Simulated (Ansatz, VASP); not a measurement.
# Two plane-wave programs on ZnS

```xyz
2
Lattice="0.0000 2.4278 2.4278 2.4278 0.0000 2.4278 2.4278 2.4278 0.0000" Properties=species:S:1:pos:R:3 pbc="T T T"
Zn    0.0000    0.0000    0.0000
S     2.4278    2.4278    2.4278
```

Alike in both runs: functional PBE; k mesh 15 × 15 × 15; occupations fermi-dirac, width 0.1 eV; no spin polarisation.

Ansatz relaxed the structure, and its values are those at the end. VASP's run is a single point on that final structure, the one shown.

|  | VASP | Ansatz |
| --- | --- | --- |
| version | VASP 6.6.1 | Ansatz 0.2.0 |
| potentials or method | VASP PAW PBE potentials, release 64 (Zn, S) | PAW with Ansatz's default frozen-core files, scalar-relativistic |
| plane-wave cutoff (eV) | 520 | 420 |
| valence electrons in the cell | 18 | 18 |

|  | VASP | Ansatz | Ansatz less VASP |
| --- | --- | --- | --- |
| pressure (GPa) | 18.3 | 18.0 | -0.32 |

Caveats: so large a pressure means that the cell lies far from this level's equilibrium, or that cutoff or potentials fall short (VASP).
